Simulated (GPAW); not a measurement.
The system is BP.

```
P B
1.0
     0.00000    2.26900    2.26900
     2.26900    0.00000    2.26900
     2.26900    2.26900    0.00000
P B
1 1
Direct
  0.75000 0.75000 0.75000
  0.00000 0.00000 0.00000
```

Base run:

```yaml
Program: GPAW 26.7.0
Functional: PBE
Potentials_or_basis: GPAW PAW data sets (gpaw-data 1.2.1)
Cutoff: 800 eV
Basis: pw
k_mesh: 10 × 10 × 10
Occupations: fermi-dirac, width 0.05 eV
Spin: no spin polarisation
```

Its results: band gap on the k mesh 1.24 eV, indirect (least direct gap 3.41 eV); pressure 1.4 GPa.

The run is repeated on the same cell with these changes: functional from PBE to r2SCAN. What comes out?

Band gap on the k mesh 1.42 eV, indirect (least direct gap 3.60 eV); pressure 0.1 GPa.

r2SCAN gives the wider gap, since meta-GGAs in the generalised Kohn-Sham scheme recover part of the derivative discontinuity.

Caveats: the PAW data sets were made with another functional, which shifts forces and pressure a little (some runs).
